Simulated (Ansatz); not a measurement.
Input of an Ansatz 0.2.0 run:

Contents of input.yaml:

```yaml
crystal:
  lattice:
    - [0.0, 2.03675, 2.03675]
    - [2.03675, 0.0, 2.03675]
    - [2.03675, 2.03675, 0.0]
  atoms:
    - { symbol: Li, position: [0.0, 0.0, 0.0], spin: 0.5 }
    - { symbol: H, position: [0.5, 0.5, 0.5] }
hamiltonian:
  xc: r2scan
  pseudopotentials: { kind: nc, accuracy: stringent, xc_functional: pbesol }
  dispersion: d3bj
magnetization:
  spin_polarized: true
kpoints:
  mp_grid: { grid: [11, 11, 11] }
scf:
  occupations: { method: gaussian, width: 0.02 }
  n_extra_bands: 6
output:
  forces: true
  stress: true
  eigenvalues: true
  dos: { projected: true, de: 0.05, nscf_kmesh: { grid: [17, 17, 17] } }
```

Potentials or basis: PseudoDojo stringent (PBEsol files).

Command:

```console
$ ansatz run input.yaml --threads 1 --pin off --max-ram 2560MiB --backend cpu --events-out ev --progress --plain --runs-dir out
```

What does it give for the pressure?

-3.0 GPa.

Estimate the absolute moment.

0.00 μB per cell.

What does it give for the net moment?

0.00 μB per cell.

States per cell in windows of 0.5 eV (zero at the valence-band top; states under -8 eV left out):
| from (eV) | up | down | H 1s up | H 1s down | Li 2s up | Li 2s down |
| --- | --- | --- | --- | --- | --- | --- |
| -8.0 | 0.00 | 0.00 | 0.00 | 0.00 | 0.00 | 0.00 |
| -7.5 | 0.00 | 0.00 | 0.00 | 0.00 | 0.00 | 0.00 |
| -7.0 | 0.00 | 0.00 | 0.00 | 0.00 | 0.00 | 0.00 |
| -6.5 | 0.00 | 0.00 | 0.00 | 0.00 | 0.00 | 0.00 |
| -6.0 | 0.00 | 0.00 | 0.00 | 0.00 | 0.00 | 0.00 |
| -5.5 | 0.01 | 0.01 | 0.00 | 0.00 | 0.01 | 0.01 |
| -5.0 | 0.04 | 0.04 | 0.02 | 0.02 | 0.02 | 0.02 |
| -4.5 | 0.06 | 0.06 | 0.03 | 0.03 | 0.03 | 0.03 |
| -4.0 | 0.07 | 0.07 | 0.04 | 0.04 | 0.03 | 0.03 |
| -3.5 | 0.09 | 0.09 | 0.06 | 0.06 | 0.03 | 0.03 |
| -3.0 | 0.12 | 0.12 | 0.09 | 0.09 | 0.02 | 0.02 |
| -2.5 | 0.15 | 0.15 | 0.13 | 0.13 | 0.02 | 0.02 |
| -2.0 | 0.14 | 0.14 | 0.12 | 0.12 | 0.01 | 0.01 |
| -1.5 | 0.13 | 0.13 | 0.11 | 0.11 | 0.01 | 0.01 |
| -1.0 | 0.12 | 0.12 | 0.11 | 0.11 | 0.00 | 0.00 |
| -0.5 | 0.08 | 0.08 | 0.07 | 0.07 | 0.00 | 0.00 |
| 0.0 | 0.00 | 0.00 | 0.00 | 0.00 | 0.00 | 0.00 |
| 0.5 | 0.00 | 0.00 | 0.00 | 0.00 | 0.00 | 0.00 |
| 1.0 | 0.00 | 0.00 | 0.00 | 0.00 | 0.00 | 0.00 |
| 1.5 | 0.00 | 0.00 | 0.00 | 0.00 | 0.00 | 0.00 |
| 2.0 | 0.00 | 0.00 | 0.00 | 0.00 | 0.00 | 0.00 |
| 2.5 | 0.00 | 0.00 | 0.00 | 0.00 | 0.00 | 0.00 |
| 3.0 | 0.00 | 0.00 | 0.00 | 0.00 | 0.00 | 0.00 |
| 3.5 | 0.01 | 0.01 | 0.00 | 0.00 | 0.00 | 0.00 |
| 4.0 | 0.03 | 0.03 | 0.00 | 0.00 | 0.00 | 0.00 |
| 4.5 | 0.04 | 0.04 | 0.00 | 0.00 | 0.01 | 0.01 |
| 5.0 | 0.07 | 0.07 | 0.00 | 0.00 | 0.02 | 0.02 |
| 5.5 | 0.23 | 0.23 | 0.01 | 0.01 | 0.14 | 0.14 |
| 6.0 | 0.13 | 0.13 | 0.01 | 0.01 | 0.07 | 0.07 |
| 6.5 | 0.11 | 0.11 | 0.01 | 0.01 | 0.05 | 0.05 |
| 7.0 | 0.10 | 0.10 | 0.01 | 0.01 | 0.04 | 0.04 |
| 7.5 | 0.12 | 0.12 | 0.01 | 0.01 | 0.05 | 0.05 |

Caveat: the meta-GGA runs on potentials made for a GGA; odd divisions of the mesh miss points on the zone boundary, where band edges often lie, so the gap on the mesh can be too wide; the potentials were made for another functional, which shifts forces and pressure; the dispersion damping was fitted for another functional or another form of the correction; the starting moments weren't kept.
